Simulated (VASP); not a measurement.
Set up this calculation in VASP 6.6.1, as the native input.

```yaml
Task: single point
Functional: PBEsol
Potentials_or_basis: VASP PAW PBE potentials, release 64 (Sb)
Cutoff: 520 eV
k_mesh: 6 × 6 × 2
Occupations: gaussian, width 0.1 eV
Spin: no spin polarisation
Dipole_correction: no
Further_INCAR_settings: ALGO = Normal; EDIFF = 1e-06; NBANDS = 18
```

The structure of Sb lies in POSCAR:

```
Sb
1.0
    3.5783976496      0.0000000000      0.0000000000
   -1.7891988248      3.0989832694      0.0000000000
    0.0000000000      0.0000000000     11.5410386985
Sb
4
Direct
    0.0000000000      0.0000000000      0.0000000000
    0.0000000000      0.0000000000      0.5000000000
    0.3333333333      0.6666666667      0.7500000000
    0.6666666667      0.3333333333      0.2500000000
```

The cell was built by a generator and needn't be a form met in nature.

One way to write it, as run:

INCAR

```
SYSTEM = Sb
PREC     = Accurate       ! precision mode
ENCUT    = 520            ! plane-wave cutoff, eV
EDIFF    = 1E-6           ! SCF threshold, eV
ISMEAR   = 0              ! smearing method
SIGMA    = 0.1            ! smearing width, eV
LREAL    = .FALSE.        ! projectors in reciprocal space
LASPH    = .TRUE.         ! aspherical terms in the spheres
NELM     = 100            ! most SCF steps
ALGO     = Normal         ! electronic algorithm
ISIF     = 2              ! what is computed and relaxed
LWAVE    = .FALSE.        ! write WAVECAR
LCHARG   = .FALSE.        ! write CHGCAR
GGA      = PS             ! functional
NBANDS   = 18             ! bands
```

KPOINTS

```
regular mesh
0
G
  6 6 2
  0 0 0
```

Potentials or basis: VASP PAW PBE potentials, release 64 (Sb).

Launch:

```sh
$ cat potpaw_PBE.64/Sb/POTCAR > POTCAR
$ mpirun -np 1 vasp_std > vasp.out
```

It gave:

```
Pressure               : -8.9 GPa
Band gap on the k mesh : none (metal or under the smearing width)
```

Caveat: the PAW data sets were made with another functional, which shifts forces and pressure a little.

Wall time 16 s on 1 thread of AMD EPYC 9R45 96-Core Processor (Zen 5), on a shared host, peak memory 0.21 GiB.
